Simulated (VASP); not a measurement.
BP:

```
P B
1.0
     0.00000    2.26900    2.26900
     2.26900    0.00000    2.26900
     2.26900    2.26900    0.00000
P B
1 1
Cartesian
  3.4035 3.4035 3.4035
  0.0000 0.0000 0.0000
```

A sound run:

| Item | Value |
| --- | --- |
| Program | VASP 6.6.1 |
| Task | dielectric tensor |
| Functional | LDA |
| Potentials or basis | VASP PAW LDA potentials, release 64 (P, B) |
| Cutoff | 800 eV |
| k mesh | 12 × 12 × 12 |
| Occupations | gaussian, width 0.01 eV |
| Spin | no spin polarisation |

It gives band gap on the k mesh 1.18 eV, indirect (least direct gap 3.38 eV).

**Question.** What do these careless settings give instead: cutoff 600 eV in place of 800 eV; k mesh 4 × 4 × 4 in place of 12 × 12 × 12?

**Answer.** Band gap on the k mesh 1.27 eV, indirect (least direct gap 3.36 eV). The run converged, but these numbers show the error of the settings and aren't properties of the crystal.
